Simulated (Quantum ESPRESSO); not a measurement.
A calculation with Quantum ESPRESSO 7.5 of TaN (ASE script, structure from a P1 CIF):

The input run.py:

```python
import numpy as np
from ase.calculators.espresso import Espresso, EspressoProfile
from ase.io import read

atoms = read('TaN.cif')

input_data = {
    'control': {'calculation': 'scf', 'prefix': 'pwscf', 'outdir': './tmp', 'tprnfor': True, 'tstress': True, 'disk_io': 'nowf'},
    'system': {'ecutwfc': 60.0, 'ecutrho': 480.0, 'nbnd': 15, 'occupations': 'smearing', 'smearing': 'fd', 'degauss': 0.00367493},
    'electrons': {'conv_thr': 4e-10, 'electron_maxstep': 120, 'mixing_beta': 0.5},
}
pseudopotentials = {'N': 'N.pbe-n-radius_5.UPF', 'Ta': 'Ta_pbe_v1.uspp.F.UPF'}
profile = EspressoProfile(command='pw.x', pseudo_dir='pseudo')
dft = Espresso(profile=profile, input_data=input_data, pseudopotentials=pseudopotentials, kpts=(9, 9, 9), koffset=(0, 0, 0))
atoms.calc = dft

print(f'energy {atoms.get_potential_energy():.8f} eV')
print('forces (eV/A)')
print(np.round(atoms.get_forces(), 6))
print('stress (eV/A^3, Voigt)')
print(np.round(atoms.get_stress(), 8))
print(f'Fermi level {dft.get_fermi_level():.4f} eV')
```

File TaN.cif:

```cif
data_TaN
_cell_length_a 3.52300931
_cell_length_b 3.52300931
_cell_length_c 3.52300931
_cell_angle_alpha 60.00000000
_cell_angle_beta 60.00000000
_cell_angle_gamma 60.00000000
_space_group_name_H-M_alt 'P1'
_space_group_name_Hall 'P 1'
_space_group_IT_number 1
loop_
_space_group_symop_operation_xyz
'x,y,z'
loop_
_atom_site_label
_atom_site_type_symbol
_atom_site_symmetry_multiplicity
_atom_site_Wyckoff_symbol
_atom_site_fract_x
_atom_site_fract_y
_atom_site_fract_z
_atom_site_occupancy
Ta1 Ta 1 a 0.0000000000 0.0000000000 0.0000000000 1
N1 N 1 a 0.2500000000 0.2500000000 0.2500000000 1
```

Potentials or basis: SSSP 1.3 efficiency PBE.

Run with:

```console
$ OMP_NUM_THREADS=1 python run.py
```

The cell comes from a database or a generator and needn't be the stable form of this composition.

Write the same calculation in another form: native input, structure typed inline.

As run:

Contents of pw.in:

```
&CONTROL
  calculation = 'scf'
  prefix = 'pwscf'
  outdir = './tmp'
  pseudo_dir = './pseudo'
  tprnfor = .true.
  tstress = .true.
  disk_io = 'nowf'
/
&SYSTEM
  ibrav = 0
  nat = 2
  ntyp = 2
  ecutwfc = 60
  ecutrho = 480
  nbnd = 15
  occupations = 'smearing'
  smearing = 'fd'
  degauss = 0.00367493
/
&ELECTRONS
  conv_thr = 4d-10
  electron_maxstep = 120
  mixing_beta = 0.5
/
ATOMIC_SPECIES
Ta   180.9479 Ta_pbe_v1.uspp.F.UPF
N     14.0070 N.pbe-n-radius_5.UPF
CELL_PARAMETERS angstrom
   0.0000000000    2.4911437700    2.4911437700
   2.4911437700    0.0000000000    2.4911437700
   2.4911437700    2.4911437700    0.0000000000
ATOMIC_POSITIONS crystal
Ta     0.0000000000    0.0000000000    0.0000000000
N      0.2500000000    0.2500000000    0.2500000000
K_POINTS automatic
9 9 9 0 0 0
```

Potentials or basis: SSSP 1.3 efficiency PBE.

Command:

```console
$ OMP_NUM_THREADS=1 pw.x -in pw.in > pw.out
```

Both were run:

|  | ASE script, structure from a P1 CIF | native input, structure typed inline |
| --- | --- | --- |
| Pressure | -25.8 GPa | -25.8 GPa |
| Band gap on the k mesh | none (metal or under the smearing width) | none (metal or under the smearing width) |

Keys that steer only the numerical path or the files written may differ.

Caveat: so large a pressure means that the cell lies far from this level's equilibrium, or that cutoff or potentials fall short.
